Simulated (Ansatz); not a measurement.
**PbSe (Fm-3m), elastic constants by finite strains: input and output**

Level of theory: PBEsol, all-electron LAPW in Ansatz 0.2.0, scalar-relativistic.

The cell comes from a PAW relaxation under the same functional.

Launched as:

```sh
ansatz run input.yaml --threads 1 --pin off --max-ram 2560MiB --backend cpu --events-out ev --progress --plain --runs-dir out
```

input.yaml:

```yaml
crystal:
  lattice:
    - [0.0, 3.05146153708, 3.05146153708]
    - [3.05146153708, 0.0, 3.05146153708]
    - [3.05146153708, 3.05146153708, 0.0]
  atoms:
    - { symbol: Pb, position: [0.0, 0.0, 0.0] }
    - { symbol: Se, position: [0.5, 0.5, 0.5] }
kpoints:
  mp_grid: { grid: [14, 14, 14] }
scf:
  occupations: { method: fixed }
hamiltonian:
  xc: pbesol
  pseudopotentials: { kind: all_electron, lapw: { basis_error: 0.0005 } }
elastic:
  mode: relaxed_ion
  stencil: two_point
  amplitude: 0.005
```

Output (shortened where marked):

```
Warning: RAYON_NUM_THREADS=1 ignored (pool sized by the plan → 1); use --threads N
LAPW: plane waves up to 7.647 Å⁻¹, error target 5.0e-4 eV per atom; small_component_spin mean_spin; Se in spheres of 1.401 Å, 24 of its electrons in bands, Dirac shells []; Pb in spheres of 1.559 Å, 36 of its electrons in bands, ...
Engine: ansatz 0.2.0, aarch64-unknown-linux-gnu
Pseudopotentials: kind: all_electron
Pseudopotential: Pb, LAPW, valence charge 36, lapw/all_electron/scalar/gaussian/Pb, Koelling and Harmon's equation, gaussian nucleus
Pseudopotential: Se, LAPW, valence charge 24, lapw/all_electron/scalar/gaussian/Se, Koelling and Harmon's equation, gaussian nucleus
Functional definition: PBEsol
  exchange = pbesol_x
  correlation = pbesol_c
davidson cushion auto → on  (no smearing: the cushion is to keep the highest requested band from converging to the state above it; pin scf.eigensolver.cushion to override)
Crystal: 2 atoms, lattice volume = 56.827 Å³
Basis set: ecut = 222.77321494336414 eV, 411 PW (Γ), exchange–correlation at level 2
Bands: 36, of which v1, the nominal top of the filled ones, is band 30 counted from 1 (29 counted from 0)
Symmetry: 48 space group operations
[... 114 lines left out ...]
         0.000     -0.000      0.000     -0.000     -0.000     17.608
  reference stress σ⁰ (GPa):     -0.010     -0.010     -0.010      0.000     -0.000      0.000
  no Pulay correction (none for the plane-wave cutoff is built on LAPW): the batch's stresses and constants are at fixed plane waves
  C* (energy form; C + prestress term) asymmetry max|C*_kj − C*_jk| = 1.776e-15 GPa — a small one proves nothing (zero by symmetry where the batch's group is 432, −43m or m−3m); a large one is finite-difference/SCF noise where ...
  moduli (Voigt/Reuss/Hill, GPa): K = 53.78/53.78/53.78   G = 35.87/24.75/30.31   E = 76.55   ν = 0.263
  mechanically stable: yes (min eigenvalue of sym C = 17.61 GPa)
  where every solve meets its electron count the energy-path curvature estimates C_jj along a normal strain and C_jj − ¼(σ⁰_aa + σ⁰_bb) along a shear (ab), closely only under elastic.basis: deformed
  strain η (Voigt 11):  stress-route row diagonal C_11 = 138.12 GPa, energy-path curvature d²(F+E_count)/dδ²/Ω₀ = 138.09 GPa
         δ    σ_11 (GPa)             F (eV)   n_scf  n_hpsi   n_pw
    -5.000e-3      -0.7232     -633997.0355101       8  290496    444   relax 0 steps, max|allowed force component| 7.40e-32 eV/Å
     5.000e-3       0.6580     -633997.0355727       8  290745    444   relax 0 steps, max|allowed force component| 6.90e-30 eV/Å
  strain η (Voigt 23):  stress-route row diagonal C_44 = 17.61 GPa, energy-path curvature d²(F+E_count)/dδ²/Ω₀ = 17.61 GPa
         δ    σ_23 (GPa)             F (eV)   n_scf  n_hpsi   n_pw
    -5.000e-3      -0.0880     -633997.0360756       8  518815    444   relax 0 steps, max|allowed force component| 2.37e-30 eV/Å
     5.000e-3       0.0880     -633997.0360756       8  518983    444   relax 0 steps, max|allowed force component| 1.77e-30 eV/Å
```

Self-consistency was reached.

### Elastic moduli

Elastic constants of a crystal by Kohn-Sham DFT: slopes of the stress over finite engineering strains of the given cell, Voigt indices, Cartesian axes as in the input; Hill averages of a grain aggregate, Debye temperature from the mean sound speed over directions.

```json
{"Bulk modulus": "53.78 GPa", "Shear modulus": "30.31 GPa", "Young modulus": "76.55 GPa", "Poisson ratio": "0.2628", "Bulk over shear modulus": "1.774", "Elastic anisotropy index": "2.245", "Least young modulus": "47.63 GPa", "Largest young modulus": "136.3 GPa", "Longitudinal sound speed": "3356 m/s", "Transverse sound speed": "1904 m/s", "Elastic debye temperature": "197.5 K", "Linear compressibility (x, y, z)": "6.198, 6.198, 6.198 1/TPa", "Zener ratio": "0.2784", "Cauchy pressure": "-5.99 GPa"}
```

Strained cells:

Stress of each strained cell less that at rest, tension positive.

| strain component | strain | stress xx (GPa) | stress yy (GPa) | stress zz (GPa) | stress yz (GPa) | stress xz (GPa) | stress xy (GPa) | relaxation steps |
| --- | --- | --- | --- | --- | --- | --- | --- | --- |
| xx | -0.005 | -0.713 | -0.0581 | -0.0581 | 0 | 0 | 0 | 0 |
| xx | 0.005 | 0.6682 | 0.058 | 0.058 | 0 | 0 | 0 | 0 |
| yz | -0.005 | 0.0004 | -0.0001 | -0.0001 | -0.088 | 0 | 0 | 0 |
| yz | 0.005 | 0.0004 | -0.0001 | -0.0001 | 0.088 | 0 | 0 | 0 |

**Elastic constants**

```json
{
  "Pressure at rest": "0.01 GPa",
  "Least elastic eigenvalue": "17.61 GPa",
  "Elastically stable": "yes"
}
```

| index | elastic (GPa) |
| --- | --- |
| 11 | 138.1 |
| 12 | 11.61 |
| 44 | 17.61 |

Keep in mind: no spin-orbit coupling on heavy atoms; the gap is tiny at this level, and band order or a closed gap can change these values.

Time and hardware: 6.7 min on 1 thread of Arm Neoverse V2 (shared host), peak memory 1.7 GiB.
